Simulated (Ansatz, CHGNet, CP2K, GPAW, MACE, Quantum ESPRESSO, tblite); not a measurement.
# P6_3/mmc (COD entry) MoS2, displaced supercell (54 atoms) in tblite

Aim: run P6_3/mmc (COD entry) MoS2, displaced supercell (54 atoms) in tblite and see how near its forces come to a plane-wave reference, and at what cost.

Main program and level: tblite 0.8.0; the method is named at each step.

The database entry behind the starting cell differs from later determinations by our own check (about 0.3 % long), so it need not match the best structure at ambient conditions.

## 1. The starting structure

The cell holds 54 atoms: 18 Mo and 36 S. Cell: a = 9.507 Å, b = 9.507 Å, c = 12.324 Å, α = 90.0°, β = 90.0°, γ = 120.0°. It derives from MoS2 (P6_3/mmc (measured, COD)), repeated 3×3×1. P6_3/mmc (COD entry) MoS2 (cell 3.169, 3.169, 12.32, 90, 90, 120), 3 x 3 x 1 conventional cells; every coordinate displaced by a Gaussian of 0.05 Å. Then every atom was moved at random, 0.02 Å r.m.s. a Cartesian component.

The yardstick, on the same geometry:

- method: Kohn-Sham DFT, PBE, SSSP efficiency 1.3.0 pseudopotentials, plane waves (Quantum ESPRESSO 7.5); sssp-pbe-1.3.0-efficiency, cutoffs 45/360 Ry, Γ point
- r.m.s. force component: 1.188 eV/Å
- longest force: 4.818 eV/Å
- pressure: 4.529 GPa
- gap (highest filled to lowest empty level): 0.8429 eV
- time: 3.4 min on 2 MPI ranks of Arm Neoverse V1, shared host
- CPU time: 6.8 min

## 2. GFN1-xTB

Method: GFN1-xTB tight binding, diagonalisation.

Input file run.py:

```python
import numpy as np
from ase.io import read
from tblite.ase import TBLite

atoms = read("structure.xyz")
atoms.calc = TBLite(method="GFN1-xTB", electronic_temperature=580, accuracy=1.0, max_iterations=250, mixer_damping=0.1, verbosity=1)
energy = atoms.get_potential_energy()
forces = atoms.get_forces()
print(f"energy {energy:.6f} eV")
print("forces (eV/A)")
for i, (a, f) in enumerate(zip(atoms, forces)):
    print(f"{i:4d} {a.symbol:2s} {f[0]:10.5f} {f[1]:10.5f} {f[2]:10.5f}")
stress = -atoms.get_stress(voigt=False) * 160.21766
print("stress (GPa, compression positive)")
for row in stress:
    print(" ".join(f"{x:10.4f}" for x in row))
print("charges (e)")
print(np.array2string(atoms.get_charges(), precision=4, suppress_small=True, max_line_width=110, threshold=100000))
```

Input file structure.xyz:

```xyz
54
Lattice="9.50700 0.00000 0.00000 -4.75350 8.23330 0.00000 0.00000 0.00000 12.32400" Properties=species:S:1:pos:R:3 pbc="T T T"
Mo 0.03418 1.85653 3.03429
Mo 1.55254 0.87940 9.11052
S 0.05590 1.74250 7.71396
S 1.53105 0.87890 1.51326
S 1.60564 1.01187 4.54386
S -0.00395 1.86361 10.79545
Mo -1.53766 4.59221 3.09111
Mo 0.02339 3.64620 9.21133
S -1.53229 4.63741 7.63891
S 0.02657 3.70210 1.47605
S 0.07729 3.76575 4.63752
S -1.56984 4.64103 10.80741
Mo -3.08640 7.37531 2.96799
Mo -1.62703 6.29024 9.25717
S -3.24374 7.33842 7.60982
S -1.63577 6.37965 1.56724
S -1.58681 6.45622 4.64800
S -3.08545 7.34962 10.78067
Mo 3.16664 1.82195 3.03836
Mo 4.75911 0.90352 9.32076
S 3.23756 1.78753 7.63607
S 4.69508 0.84449 1.56145
S 4.82870 0.83848 4.62754
S 3.17886 1.83487 10.75183
Mo 1.60649 4.52469 3.20202
Mo 3.17762 3.65954 9.26777
S 1.67152 4.57953 7.72604
S 3.14553 3.67872 1.56490
S 3.12153 3.65559 4.67363
S 1.60526 4.61411 10.77894
Mo 0.08975 7.35382 3.13005
Mo 1.64927 6.35989 9.23314
S -0.01935 7.32838 7.67415
S 1.53220 6.37661 1.45744
S 1.49887 6.41308 4.58983
S 0.06061 7.27997 10.81579
Mo 6.33485 1.77107 3.11354
Mo 7.96439 0.91225 9.23326
S 6.36056 1.82829 7.58000
S 7.98303 0.96494 1.50538
S 7.88991 0.99549 4.47053
S 6.28869 1.81643 10.79348
Mo 4.80227 4.60768 3.19155
Mo 6.37682 3.56617 9.22316
S 4.79566 4.53103 7.73960
S 6.31983 3.62487 1.49182
S 6.27001 3.67625 4.63912
S 4.77964 4.49011 10.81382
Mo 3.12001 7.30343 3.09221
Mo 4.81054 6.43087 9.26691
S 3.20933 7.33809 7.66158
S 4.73696 6.36829 1.57377
S 4.83811 6.41160 4.65231
S 3.13812 7.28211 10.77586
```

Command:

```
OMP_NUM_THREADS=1 python run.py > output.txt
```

The log of the run:

```text
------------------------------------------------------------
  cycle        total energy    energy error   density error
------------------------------------------------------------
      1     -167.0157875725  -1.6706046E+02   8.5740340E-01
      2     -171.4452744610  -4.4294869E+00   6.0751628E-01
      3     -172.8488089499  -1.4035345E+00   4.5718178E-01
      4     -167.1887109439   5.6600980E+00   6.9421437E-01
      5     -172.9449687194  -5.7562578E+00   8.1048788E-02
      6     -172.9537940761  -8.8253568E-03   7.3680968E-02
      7     -172.9715641816  -1.7770105E-02   5.8519490E-02
      8     -172.9927414480  -2.1177266E-02   2.9081951E-02
      9     -172.9964656485  -3.7242005E-03   6.5400252E-03
     10     -172.9965298139  -6.4165396E-05   2.8634289E-03
     11     -172.9966172017  -8.7387730E-05   1.1317721E-03
     12     -172.9966178779  -6.7627923E-07   1.0834547E-03
     13     -172.9966252521  -7.3741253E-06   5.6729272E-04
     14     -172.9966273570  -2.1049198E-06   1.0228940E-04
     15     -172.9966273990  -4.1989836E-08   3.1583693E-05
     16     -172.9966274036  -4.6515254E-09   8.9392534E-06
------------------------------------------------------------
 total:                                   3.770 sec
energy -4707.478009 eV
forces (eV/A)
   0 Mo   -0.46767    1.20283    0.00708
   1 Mo    2.15747    0.14220    3.15773
   2 S    -1.34874    1.37458   -2.54109
   3 S     0.68026    1.05521   -2.05797
   4 S    -0.24649   -1.04919    1.57057
   5 S     0.43204   -0.40810    0.43271
   6 Mo   -1.14510   -0.68840   -0.04730
   7 Mo   -0.05566    0.54832    0.35516
   8 S    -0.40851   -1.26363   -0.71831
   9 S     0.20267    0.04367    0.07460
  10 S    -1.62743   -1.60395    1.95406
  11 S     0.01658   -1.82900    1.10067
  12 Mo   -2.24891   -0.82860    3.38753
  13 Mo    0.75201    3.12029   -1.29259
  14 S     0.76765   -0.92913   -0.56694
  15 S     1.94023    0.05181   -1.86854
  16 S     0.23388   -0.06906    0.22230
  17 S    -0.45682    0.08984    0.74449
  18 Mo    0.53103    0.25796    0.48819
  19 Mo    0.43205   -0.28620   -2.51433
  20 S    -0.14551    0.31565    0.00126
  21 S     0.74164    0.67844   -1.35022
  22 S    -0.85705    1.20004    1.74722
  23 S    -0.85001   -0.40170    1.04746
[...]
46 S     1.64303   -0.71733    1.50279
  47 S     0.23016    0.58700    0.40169
  48 Mo    0.94251    0.06909   -1.06848
  49 Mo   -0.70899   -0.84855   -0.14387
  50 S     0.00874   -0.38862   -0.28702
  51 S     0.09033    0.23762   -0.73287
  52 S    -0.06534    1.08393    0.59091
  53 S     0.71489    0.40995    1.06142
stress (GPa, compression positive)
   10.9485    -0.7725     0.3094
   -0.7725    11.0411    -1.4786
    0.3094    -1.4786     6.0110
charges (e)
[ 0.4575  0.4658 -0.2233 -0.2186 -0.2402 -0.2277  0.4136  0.4022 -0.2238 -0.2173 -0.2279 -0.2143  0.4937
  0.458  -0.2125 -0.227  -0.2275 -0.2308  0.4159  0.4694 -0.2241 -0.2417 -0.2241 -0.2312  0.4789  0.48
 -0.2347 -0.2361 -0.2249 -0.2169  0.4872  0.4813 -0.2346 -0.2265 -0.2292 -0.2212  0.4816  0.4201 -0.2175
 -0.2237 -0.2425 -0.2209  0.4846  0.4355 -0.2308 -0.2267 -0.2296 -0.2254  0.4104  0.4288 -0.2248 -0.2299
 -0.2304 -0.2262]
```

Wall time 4.4 s (1 thread of Arm Neoverse V1, shared host); peak memory 0.12 GiB.

Banners, paths, timers and routine set-up lines are dropped from the logs unmarked, and long logs keep their key lines alone; longer cuts are marked.

Compared with the plane-wave run:

- r.m.s. force component: 1.216 eV/Å
- r.m.s. difference of force components: 387.6 meV/Å
- longest difference of force vectors: 988.3 meV/Å
- force difference over r.m.s. force: 32.62 %
- slope of forces against the reference's: 0.9702
- correlation of force components: 0.9483
- pressure: 9.334 GPa
- pressure difference: 4.805 GPa

Length of the force difference by element (eV/Å):

| element | atoms | mean | most |
| --- | --- | --- | --- |
| Mo | 18 | 0.27 | 0.53 |
| S | 36 | 0.79 | 0.99 |

Local excerpt of 13 atoms (numbers count through the whole input) about Mo25, which bears the longest force; x, y, z are measured from there.

| atom | x | y | z | distance (Å) | bonds | Mulliken charge (e) | Fx | Fy | Fz (eV/Å) |
| --- | --- | --- | --- | --- | --- | --- | --- | --- | --- |
| Mo25 | 0.00 | 0.00 | 0.00 | 0.00 | 6 | 0.48 | 0.14 | 1.92 | -4.26 |
| S11 | -1.53 | -0.76 | 1.44 | 2.23 | 3 | -0.23 | -1.63 | -1.60 | 1.95 |
| S29 | 1.52 | -0.87 | 1.47 | 2.28 | 3 | -0.22 | 1.29 | -0.61 | 1.29 |
| S35 | -0.11 | 1.89 | 1.39 | 2.35 | 3 | -0.23 | 1.64 | -0.49 | 2.74 |
| S28 | 1.54 | -0.85 | -1.64 | 2.40 | 3 | -0.24 | 0.64 | 0.35 | -0.33 |
| S10 | -1.58 | -0.82 | -1.73 | 2.48 | 3 | -0.22 | 0.20 | 0.04 | 0.07 |
| S34 | -0.07 | 1.85 | -1.74 | 2.55 | 3 | -0.23 | 0.51 | -0.37 | 0.48 |
| Mo1 | -1.57 | -2.67 | -0.17 | 3.10 | 6 | 0.46 | -0.47 | 1.20 | 0.01 |
| Mo19 | 1.56 | -2.70 | -0.16 | 3.13 | 6 | 0.42 | 0.53 | 0.26 | 0.49 |
| Mo7 | -3.14 | 0.07 | -0.11 | 3.15 | 6 | 0.41 | -1.15 | -0.69 | -0.05 |
| Mo49 | 1.51 | 2.78 | -0.11 | 3.17 | 6 | 0.41 | 0.94 | 0.07 | -1.07 |
| Mo43 | 3.20 | 0.08 | -0.01 | 3.20 | 6 | 0.48 | -1.65 | -0.72 | -2.59 |
| Mo31 | -1.52 | 2.83 | -0.07 | 3.21 | 6 | 0.49 | -2.85 | -1.53 | -2.43 |

Atoms are counted from 1 here, from 0 in the log.

Forces lie 33 % from the reference's, at 0.011 times its CPU time (on 1 against 2 cores).

The difference per atom is largest on S (0.79 eV/Å on average, against 0.27 on Mo).

## 3. Summary of results

```
force difference from the reference : tblite GFN1-xTB, 33 %
its CPU time                        : 4.4 s
```

What this shows: Tight binding differs by 33 % (tblite GFN1-xTB); it is another model, with fitted parameters of its own, and the xTB methods hold dispersion. One electronic-structure run takes under half the reference's CPU time: tblite GFN1-xTB, at 33 % in 4.4 s against 6.8 min; its pressure misses by +4.8 GPa. Periodic xTB results under one method name differ between programs and library versions. The reference's pressure holds the uncorrected Pulay stress of its 45 Ry basis, so small pressure differences, and their order, may be the reference's own error. The reference's pressure of 4.5 GPa belongs to a cell and atoms that aren't relaxed at this level. The runs have no spin polarisation, so any moments at edges, vacancies or dangling bonds can't form. The electronic-structure runs sample only Γ, in a cell whose shortest periodic width is 8 Å.

[Also dropped from logs without a mark: logging warnings of Python, and SIESTA's first energy breakdown and zero terms.]

[Logs are printed without paths, hosts, clocks, repeated set-up lines and the standing remarks that a program may print on its own settings, such as how far it seeks lower states.]

[Hosts, paths, dates, database ids (printed as entryN), source tags and the programs' standing remarks are cut or masked in the printed files.]
